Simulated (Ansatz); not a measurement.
# Au: experiment and calculation

**Measured values to compare with.**

From “Mechanisms for carbon adsorption on Au(110)-(2*1): A work function analysis”, 2018, arxiv:1805.06931, for a bulk crystal of Au at 298 K: lattice constant a 4.078 Å.

The results are compared with them further down.

Level of theory: DFT PBE, scalar-relativistic, plane waves, PAW (Ansatz).

Cutoff 420 eV; k points 18×18×18 on the computed 1-atom cell (Γ-centred); Gaussian smearing, width 0.10 eV; no spin polarisation.

Relaxed structure, symmetry kept:

```xyz
1
Lattice="0.0000 2.0791 2.0791 2.0791 0.0000 2.0791 2.0791 2.0791 0.0000" Properties=species:S:1:pos:R:3 pbc="T T T"
Au    0.0000    0.0000    0.0000
```

```
Space group                                                       : Fm-3m (No. 225)
Volume per atom                                                   : 17.97 Å³
Formation energy from the elements' standard states (uncorrected) : -0.003 eV/atom
Kohn–Sham band gap                                                : none (metal)
Density of states at the Fermi level                              : 0.29 states/eV per cell
Löwdin character within 0.5 eV of the Fermi level                 : Au 6s 44 %, Au 5d 34 %, unprojected 22 %
Bader charges (e)                                                 : Au (1 in the cell) 0.00
```

Spin-orbit coupling is left out, which matters for the bands of heavy elements.

A measured lattice constant a of Au is 4.078 Å (298 K; quoted in the paper above); the calculated 4.158 Å misses it by +2.0 %. The calculation is for 0 K without zero-point motion.